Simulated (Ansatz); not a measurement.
# Sb2Se3: the cost of one run

Code: Ansatz 0.2.0. PAW datasets, plane waves. Simulation only: spin-unpolarised, and no claim that this is the phase found in nature.

**1. Starting point**

The unstrained cell was relaxed with r2SCAN+rVV10; in each strained cell the atoms were relaxed again with r2SCAN+rVV10. Names of k-points are those of the unstrained zone, where strain can split equivalent points. First state: no strain.

The symmetry is R-3m (No. 166, trigonal); a = 4.026 Å, c = 28.991 Å in the conventional setting, 27.14 Å³ an atom. Sb has 6 Se at 2.79–2.99 Å; Se has 3 Sb at 2.79 Å; Se has 6 Sb at 2.99 Å.

The structure in full:

Space group R-3m:H (No. 166). a = 4.026 Å, b = 4.026 Å, c = 28.991 Å, α = 90.00°, β = 90.00°, γ = 120.00°
```json
{"atom": "Sb", "site": "6c", "symmetry": "3m", "x": "0.3333", "y": "0.6667", "z": "0.0647"}
{"atom": "Se", "site": "6c", "symmetry": "3m", "x": "0.0000", "y": "0.0000", "z": "0.2153"}
{"atom": "Se", "site": "3a", "symmetry": "-3m", "x": "0.0000", "y": "0.0000", "z": "0.0000"}
```

**2. No strain: PBE**

Input file input.yaml:

```yaml
crystal:
  lattice:
    - [2.0131857628, 1.162313342, 9.6638118641]
    - [-2.0131857628, 1.162313342, 9.6638118641]
    - [0.0, -2.3246266841, 9.6638118641]
  atoms:
    - { symbol: Sb, position: [0.3980137567, 0.3980137567, 0.3980137567] }
    - { symbol: Sb, position: [0.6019862433, 0.6019862433, 0.6019862433] }
    - { symbol: Se, position: [0.215284803, 0.215284803, 0.215284803] }
    - { symbol: Se, position: [0.784715197, 0.784715197, 0.784715197] }
    - { symbol: Se, position: [0.0, 0.0, 0.0] }
kpoints:
  mp_grid: { grid: [8, 8, 8] }
  band_path:
    path:
      - [0.0, 0.0, 0.0]
      - [0.5, 0.5, 0.5]
      - [0.82368931, 0.17631069, 0.5]
      - [0.5, -0.17631069, 0.17631069]
      - [0.5, 0.0, 0.0]
      - [0.338155345, -0.338155345, 0.0]
      - [0.661844655, 0.0, 0.338155345]
      - [0.5, 0.0, 0.5]
    npoints: 1
hamiltonian:
  xc: pbe
scf:
  occupations: { method: fermi_dirac, width: 0.02 }
  n_extra_bands: 5
output:
  forces: true
  stress: true
  eigenvalues: true
```

Launch:

```bash
> ansatz run input.yaml --threads 4 --pin off --max-ram 4608MiB --backend cpu --events-out ev --progress --plain --runs-dir out
```

**Question.** How long does this run take on 4 threads of Intel Xeon at 2.70GHz, shared host, and how much memory does it need?

About 8.3 s, with a peak of 0.66 GiB.
